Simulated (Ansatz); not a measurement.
Zr:

```
CELL_PARAMETERS angstrom
3.23200 0.00000 0.00000
-1.61600 2.79899 0.00000
0.00000 0.00000 5.14700
ATOMIC_POSITIONS crystal
Zr 0.66667 0.33333 0.75000
Zr 0.33333 0.66667 0.25000
```

- Program: Ansatz 0.2.0
- Task: relaxation of cell and atoms
- Functional: PBEsol
- Potentials or basis: all-electron LAPW, scalar-relativistic
- Basis error allowed: 0.001 eV/atom
- k mesh: 9 × 9 × 5
- Occupations: fermi-dirac, width 0.05 eV
- Spin: no spin polarisation

At the start: volume 23.28 Å³/atom.

How do energy, volume and symmetry change on relaxing?

Over 5 steps the energy falls by 8.9 meV/atom and the volume is 22.47 Å³/atom (-3.5 %); space group P6_3/mmc (No. 194, to 0.05 Å).

Step by step:
```csv
step,energy change (eV),largest force (eV/Å),volume (Å³)
1,0.0000,0.0000,46.56
2,-0.0176,0.0000,45.04
3,-0.0177,0.0000,44.94
4,-0.0178,0.0000,44.94
5,-0.0178,0.0000,44.94
```

Final structure:
```cif
data_structure
_symmetry_space_group_name_H-M 'P 1'
_symmetry_Int_Tables_number 1
_cell_length_a 3.1821
_cell_length_b 3.1821
_cell_length_c 5.1251
_cell_angle_alpha 90.000
_cell_angle_beta 90.000
_cell_angle_gamma 120.000
_cell_volume 44.94
loop_
_atom_site_label
_atom_site_type_symbol
_atom_site_fract_x
_atom_site_fract_y
_atom_site_fract_z
_atom_site_occupancy
Zr1 Zr 0.66667 0.33333 0.75000 1
Zr2 Zr 0.33333 0.66667 0.25000 1
```
